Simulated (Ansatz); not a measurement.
A 2-atom cell of BeS started from a crystallographic database, relaxed with r2SCAN in the PAW code Ansatz. The symmetry is F-43m (No. 216, cubic); conventional cell a = 4.869 Å, 14.43 Å³ an atom. Around Be lie 4 S at 2.11 Å; around S lie 4 Be at 2.11 Å.

The axes x, y and z are those of this cell:
```yaml
crystal:
  lattice:
    - [0.00000, 2.43431, 2.43431]
    - [2.43431, 0.00000, 2.43431]
    - [2.43431, 2.43431, 0.00000]
  atoms:
    - { symbol: Be, position: [0.00000, 0.00000, 0.00000] }
    - { symbol: S, position: [0.25000, 0.25000, 0.25000] }
```

Unstrained: The PBE gap is indirect, 3.135 eV (Γ to X), below the direct gap of 5.617 eV at Γ–K (0.10 of the way from Γ). r2SCAN gives an indirect gap of 3.589 eV, from Γ to X; the least direct gap is 6.234 eV at Γ. The HSE06 gap is indirect, 4.085 eV (Γ to X), below the direct gap of 6.804 eV at Γ–K (0.10 of the way from Γ). Meshes: PBE 10×10×10, r2SCAN 10×10×10, HSE06 6×6×6. Strains are changes of length per length, and xy shears are angles. After each strain the atoms were relaxed again with r2SCAN within the symmetry that the strain leaves, so tilts or polar shifts that break it weren't tested; points keep the names that they have in the unstrained zone. The values are computed, spin-unpolarised, and not measurements.

**Question.** Estimate what biaxial -1.88 % in x and y, z held does to the gap.

**Answer.** PBE: the gap goes from 3.135 to 2.963 eV (-0.172 eV); the X points, equivalent before, split by 154 meV, and the conduction bottom lies at those like (0, 1/2, 1/2); with r2SCAN the top three valence levels at Γ, degenerate before, become 2+1 from the top over 112 meV. r2SCAN: the gap goes from 3.589 to 3.413 eV (-0.176 eV); the X points, equivalent before, split by 161 meV, and the conduction bottom lies at those like (0, 1/2, 1/2). HSE06: the gap goes from 4.085 to 3.907 eV (-0.178 eV); the X points, equivalent before, split by 159 meV, and the conduction bottom lies at those like (0, 1/2, 1/2). The r2SCAN energy rises by 7.6 meV an atom.

**Question.** Estimate what uniaxial +1.37 % along y, other directions held does to the gap.

**Answer.** PBE: the gap goes from 3.135 to 3.106 eV (-0.029 eV); with r2SCAN the top three valence levels at Γ, degenerate before, become 2+1 from the top over 76 meV. r2SCAN: the gap goes from 3.589 to 3.558 eV (-0.031 eV). HSE06: the gap goes from 4.085 to 4.055 eV (-0.030 eV). The r2SCAN energy rises by 1.4 meV an atom.

**Question.** Estimate what isotropic +5.42 % on every length does to the gap.

**Answer.** PBE: the gap goes from 3.135 to 3.423 eV (+0.288 eV). r2SCAN: the gap goes from 3.589 to 3.875 eV (+0.286 eV). HSE06: the gap goes from 4.085 to 4.377 eV (+0.292 eV). The r2SCAN energy rises by 100.3 meV an atom.

**Question.** One strain changed the r2SCAN stress by xx +0.12, yy +0.12, zz -0.01, xy -3.04 GPa (compression positive) and the gap by -0.166 eV (PBE), -0.177 eV (r2SCAN), -0.171 eV (HSE06). Which kind of strain was it, and roughly how large?

**Answer.** Xy shear, engineering strain (angle) +3.47 %. The pattern of the stress gives the kind; the size needs the stiffness, so it is an estimate.

Where an edge lies off the special points, it is a point of the mesh or the k point where a search put PBE's edge or least direct gap, reused for the other functionals, whose own edges may lie a little apart.

The meshes of the hybrids are coarse, so their gaps aren't converged to the digits shown.

The splittings at Γ are without spin-orbit coupling, which regroups them where it is of like size or larger.
